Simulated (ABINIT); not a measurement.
TaS2: relaxation of cell and atoms with PBEsol

TaS2:

```xyz
3
Lattice="3.3500 0.0000 0.0000 -1.6750 2.9012 0.0000 0.0000 0.0000 5.8600" Properties=species:S:1:pos:R:3 pbc="T T T"
Ta    0.0000    0.0000    0.0000
S     1.6750    0.9671    4.3950
S     0.0000    1.9341    1.4650
```

* Program: ABINIT 10.8.3 (patched build)
* Task: relaxation of cell and atoms
* Functional: PBEsol
* Potentials or basis: JTH PAW PBE v2.0
* Cutoff: 544 eV
* k mesh: 7 × 7 × 4
* Occupations: fermi-dirac, width 0.05 eV
* Spin: no spin polarisation
* Cell freedom (optcell): 2
* Optimiser (ionmov): 2
* Cutoff smearing ecutsm (Ha): 0.5
* Force stop (Ha/bohr): 2e-05
* Fine-grid cutoff: 1088.46 eV
* Exchange and correlation inside the PAW spheres: full angular mesh (pawxcdev 0, this build's default; the released program takes 1)

```json
{
 "Relaxed volume": "18.68 Å³/atom",
 "Relaxed cell": "a = 3.319 Å, b = 3.319 Å, c = 5.875 Å, α = 90.00°, β = 90.00°, γ = 120.00°",
 "Space group after relaxing (to 0.05 Å)": "P-3m1 (No. 164)",
 "Energy gained by relaxing": "22.3 meV/atom",
 "Ionic steps": "16",
 "Pressure after relaxing": "0.0 GPa",
 "Band gap on the k mesh": "none (metal or under the smearing width)"
}
```

Step by step:
```tsv
step	energy change (eV)	largest force (eV/Å)	pressure (GPa)	volume (Å³)
1	0.0000	0.9839	4.58	56.95
2	-0.0355	0.5662	1.61	57.75
3	-0.0515	0.1457	-1.05	58.40
4	-0.0551	0.0669	-1.31	58.34
5	-0.0626	0.0453	-1.05	57.72
6	-0.0639	0.0025	-0.42	57.38
7	-0.0642	0.0441	-0.05	57.22
8	-0.0643	0.0565	0.05	57.16
9	-0.0650	0.0902	0.35	56.87
10	-0.0658	0.0967	0.54	56.48
11	-0.0664	0.0659	0.40	56.26
12	-0.0667	0.0170	0.09	56.16
13	-0.0668	0.0007	-0.01	56.10
14	-0.0668	0.0008	-0.01	56.06
15	-0.0668	0.0013	0.00	56.02
16	-0.0668	0.0002	0.00	56.04
```

Final structure:
```
Ta S
1.0
     3.31858    0.00000    0.00000
    -1.65929    2.87398    0.00000
     0.00000    0.00000    5.87544
Ta S
1 2
Direct
  0.00000 0.00000 0.00000
  0.66667 0.33333 0.73745
  0.33333 0.66667 0.26255
```

Wall time 13 min on 1 thread of Intel(R) Xeon(R) Processor @ 2.70GHz, on a shared host, peak memory 0.15 GiB.

Caveat: the PAW data sets were made with another functional, which shifts forces and pressure a little; this functional lacks dispersion, which binds the layers, so the pressure and a relaxed spacing across them are unreliable. The run has no spin-orbit coupling, so splittings on Ta are missing.
